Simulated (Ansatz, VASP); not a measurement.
## Si: VASP beside Ansatz

The input INCAR:

```
SYSTEM = Si
PREC = Accurate
ENCUT = 600
EDIFF = 1E-6
ISMEAR = 0
SIGMA = 0.02
LREAL = .False.
LASPH = .True.
NELM = 100
ALGO = Fast
ISIF = 3
LWAVE = .False.
LCHARG = .False.
GGA = CA
IBRION = 2
NSW = 100
EDIFFG = -0.002
```

The input KPOINTS:

```
regular mesh
0
Gamma
  8 8 8
  0 0 0
```

Contents of POSCAR:

```
Si
1.0
    0.0000000000      2.7218511900      2.7218511900
    2.7218511900      0.0000000000      2.7218511900
    2.7218511900      2.7218511900      0.0000000000
Si
2
Direct
    0.0000000000      0.0000000000      0.0000000000
    0.2500000000      0.2500000000      0.2500000000
```

Input for Ansatz:

```yaml
crystal:
  lattice:
    - [0.0, 2.72185119, 2.72185119]
    - [2.72185119, 0.0, 2.72185119]
    - [2.72185119, 2.72185119, 0.0]
  atoms:
    - { symbol: Si, position: [0.0, 0.0, 0.0] }
    - { symbol: Si, position: [0.25, 0.25, 0.25] }
basis:
  ecutwfc: 420
kpoints:
  mp_grid: { grid: [8, 8, 8] }
hamiltonian:
  xc: lda
scf:
  occupations: { method: gaussian, width: 0.02 }
output:
  forces: true
  stress: true
  eigenvalues: true
relax:
  adjacent_minimum: "off"
  f_tol: 0.002
  max_steps: 80
  cell: { stress_tol: 0.02 }
```

Alike in both runs: task relaxation of cell and atoms; functional LDA; k mesh 8 × 8 × 8; occupations gaussian, width 0.02 eV; no spin polarisation.

|  | VASP | Ansatz |
| --- | --- | --- |
| version | VASP 6.6.1 | Ansatz 0.2.0 |
| potentials or method | VASP PAW LDA potentials, release 64 (Si) | scalar-relativistic, plane waves, PAW |
| plane-wave cutoff (eV) | 600 | 420 |
| valence electrons in the cell | 8 | 8 |

```tsv
	VASP	Ansatz	Ansatz less VASP
gap on the k mesh at the Fermi level, each at its own relaxed structure (eV)	0.49	0.49	0.000
relaxed volume (Å³/atom)	19.72	19.70	-0.013
relaxed cell length with the largest relative difference (Å)	3.821	3.820	-0.0009
energy change over the relaxation (meV/atom)	-3	-3	-0.1
```

A k mesh can miss the band edges.
